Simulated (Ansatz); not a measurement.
**GaN under changes of volume**

One of the cells (10.323 Å³/atom); the others are scaled copies at fixed shape and fractional positions:

```
Ga N
1.0
     2.98064    0.00000    0.00000
    -1.49032    2.58131    0.00000
     0.00000    0.00000    2.68337
Ga N
1 1
Direct
  0.66667 0.33333 0.50000
  0.00000 0.00000 0.00000
```

The cell was built by a generator and needn't be a form met in nature.

```yaml
Program: Ansatz 0.2.0
Functional: PBE
Potentials_or_basis: Ansatz PAW
Cutoff: "420 eV (not typed: the program's choice for these potentials)"
k_mesh: 10 × 10 × 10
Occupations: fermi-dirac, width 0.05 eV
Spin: no spin polarisation
```

```csv
volume (Å³/atom),energy over the lowest point (meV/atom),pressure (GPa)
9.703,?,?
9.910,9.48,7.7
10.116,2.24,3.6
10.323,0.00,0.0
10.529,2.20,-3.3
10.736,8.40,-6.2
10.942,18.15,-8.8
```

Problem. What does the run at 9.703 Å³/atom give?

Solution. Energy over the lowest point 22.18 meV/atom; pressure 12.3 GPa.

Worked out: A Birch-Murnaghan fit of order 3 (a polynomial in V^(-2/3)) to the other rows has its minimum at 10.32 Å³/atom with B0 = V·E''(V) = 173 GPa and B' = 4.6 at fixed shape and positions, which overstates the stiffness. It gives 22.34 meV/atom at 9.703 Å³/atom, against the run's 22.18, and -dE/dV = 12.3 GPa, against 12.3.

Energies are extrapolated to zero smearing.
